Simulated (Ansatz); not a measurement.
Born–Oppenheimer molecular dynamics of a periodic cell of 16 atoms, Li (start crystal Li, start structure bcc, volume 1.1 times the crystal's). It goes on from the last frame of an earlier run, with new velocities.

These are results of Ansatz, DFT PBE, scalar-relativistic, plane waves, PAW, not measurements. Settings: accuracy low, cutoff 420 eV, k mesh 2x2x2, fermi-dirac smearing 0.16 eV, no spin polarisation.

```yaml
ensemble: NVE (velocity Verlet)
time_step: 3 fs
steps_asked: 200
starting_velocities_drawn_for: 1080 K
seed: 273292
```

First frame:

```xyz
16
Lattice="7.2053 0.0000 0.0000 0.0000 7.2053 0.0000 0.0000 0.0000 7.2053" Properties=species:S:1:pos:R:3
Li 1.352 0.566 0.794
Li 4.124 0.694 0.153
Li 0.585 2.535 -3.381
Li -0.606 0.908 1.726
Li 3.307 3.616 2.395
Li 4.964 4.879 -0.370
Li 2.700 0.636 4.612
Li 3.820 3.859 4.821
Li -1.351 4.045 2.151
Li 2.746 6.313 2.632
Li 1.919 2.855 7.059
Li 5.945 6.461 2.514
Li 7.798 4.777 0.561
Li 6.019 2.327 7.163
Li 1.811 5.434 5.958
Li 6.574 6.851 5.936
```

(1) What does the run give?

(2) What happens to the structure?

(3) How do temperature and energy run in time?

Answers

(1) All steps were run.

```
steps done                                               : 200
time covered                                             : 600 fs
mean temperature over the second half                    : 1583 K
spread of the potential energy over the second half      : 22.2 meV per atom
mean potential energy of the second half above the start : -61.2 meV per atom
```

The conserved energy stayed within 0.63 meV per atom of its start (net change -0.28 meV per atom), so the integration is sound. The system heated up, since it started high on the potential surface and ran downhill. A run of 0.6 ps of so small a system gives no equilibrium averages. Limits of this set-up: coarse k mesh, low accuracy level.

(2) Mean squared displacements from the first frame to the last, about the centre of mass: Li 19.31 Å². The details hang on the random start.

(3) 
```tsv
time (fs)	T (K)	potential energy less start (eV)	conserved less start (meV/atom)
0.0	1080	0.000	0.00
18.0	1553	-0.925	-0.45
36.0	1572	-0.960	-0.35
54.0	1470	-0.759	-0.11
72.0	1607	-1.031	-0.52
90.0	1192	-0.215	0.16
108.0	1597	-1.010	-0.50
126.0	1514	-0.843	-0.08
144.0	1690	-1.191	-0.46
162.0	1468	-0.754	-0.10
180.0	1713	-1.233	-0.35
198.0	1705	-1.218	-0.38
216.0	1366	-0.559	-0.28
234.0	1279	-0.387	-0.14
252.0	1413	-0.651	-0.32
270.0	1290	-0.407	0.01
288.0	1725	-1.261	-0.60
306.0	1446	-0.711	-0.08
324.0	1457	-0.731	-0.03
342.0	1903	-1.603	-0.49
360.0	1608	-1.028	-0.20
378.0	1524	-0.863	-0.20
396.0	1736	-1.279	-0.41
414.0	1237	-0.308	-0.21
432.0	1430	-0.685	-0.45
450.0	1796	-1.397	-0.49
468.0	1285	-0.397	0.02
486.0	1697	-1.206	-0.52
504.0	1665	-1.136	-0.18
522.0	1659	-1.129	-0.38
540.0	1550	-0.913	-0.13
558.0	1625	-1.060	-0.23
576.0	1767	-1.337	-0.39
594.0	1510	-0.833	-0.01
```

The run took 16 min on 1 thread of Arm Neoverse V1, with other jobs on the host, peak memory 0.59 GiB.
